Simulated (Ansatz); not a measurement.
# CaSe (zincblende): equation of state and elastic constants

An exercise on one series of results from a longer session: the logs are not shown, and one member is left open.

Computed with Ansatz 0.2.0 (DFT r²SCAN, scalar-relativistic, plane waves, PAW, unless a step's input says otherwise).

3 further runs of the same task are left out: 2 that didn't finish, 1 set aside as unsound or not needed.

## The starting structure

The structure is cubic, space group F-43m (No. 216). The conventional cell has a = 6.559 Å, b = 6.559 Å, c = 6.559 Å, α = 90.00°, β = 90.00°, γ = 90.00°. Ca (site symmetry -43m) has 4 Se at 2.84 Å as nearest neighbours. Se (site symmetry -43m) has 4 Ca at 2.84 Å as nearest neighbours.

Structure file:

```
CELL_PARAMETERS angstrom
0.00000 3.27951 3.27951
3.27951 0.00000 3.27951
3.27951 3.27951 0.00000
ATOMIC_POSITIONS crystal
Ca 0.00000 0.00000 0.00000
Se 0.25000 0.25000 0.25000
```

This cell comes from an earlier session at r²SCAN: 35.272 Å³/atom at 0.00 GPa, on a 6×6×6 mesh.

Volume factors to run: 0.980, 1.020, 0.960, 1.040, 1.070.

The first run:

input.yaml

```yaml
crystal:
  lattice:
    - [0.0, 3.2574952727, 3.2574952727]
    - [3.2574952727, 0.0, 3.2574952727]
    - [3.2574952727, 3.2574952727, 0.0]
  atoms:
    - { symbol: Ca, position: [0.0, 0.0, 0.0] }
    - { symbol: Se, position: [0.25, 0.25, 0.25] }
basis:
  ecutwfc: 500
  ecutrho_ratio: 4
kpoints:
  mp_grid: { grid: [6, 6, 6] }
hamiltonian:
  xc: r2scan
scf:
  occupations: { method: gaussian, width: 0.05 }
output:
  forces: true
  stress: true
  eigenvalues: true
```

Launch:

```bash
ansatz run input.yaml --threads 2 --pin off --max-ram 2662MiB --backend cpu --events-out ev --progress --plain --runs-dir out
```

Steps of the session up to this table: At 0.980 of the relaxed volume; Scaling the volume by 1.020; Scaling the volume by 0.960; Scaling the volume by 1.040; Scaling the volume by 1.070.

One table of the session follows, with a row left open; its other results are not shown here.

It belongs to the step «Energy and pressure against volume». 

```
volume (Å³/atom)  energy (meV/atom)  pressure (GPa)  gap (eV)
          33.861               6.63            1.56      3.84
          34.566               1.60            0.74      3.77
          35.272               0.00            0.00      3.70
          35.977                  ?               ?         ?
          36.682               5.82           -1.28      3.57
          37.741              16.99           -2.08      3.48
```

Estimate the missing values for volume (Å³/atom) = 35.977.

Worked estimate for «energy (meV/atom)». A straight line through the neighbours (35.272, 0.00) and (36.682, 5.82) gives 0.00 + (5.82 − 0.00) × (35.977 − 35.272) / (36.682 − 35.272) = 2.91; a parabola fitted to 4 rows on both sides gives 1.56.

The run gave: energy (meV/atom): 1.51; pressure (GPa): -0.67; gap (eV): 3.64. In «energy (meV/atom)» the line misses by +1.40 and the parabola by +0.05.
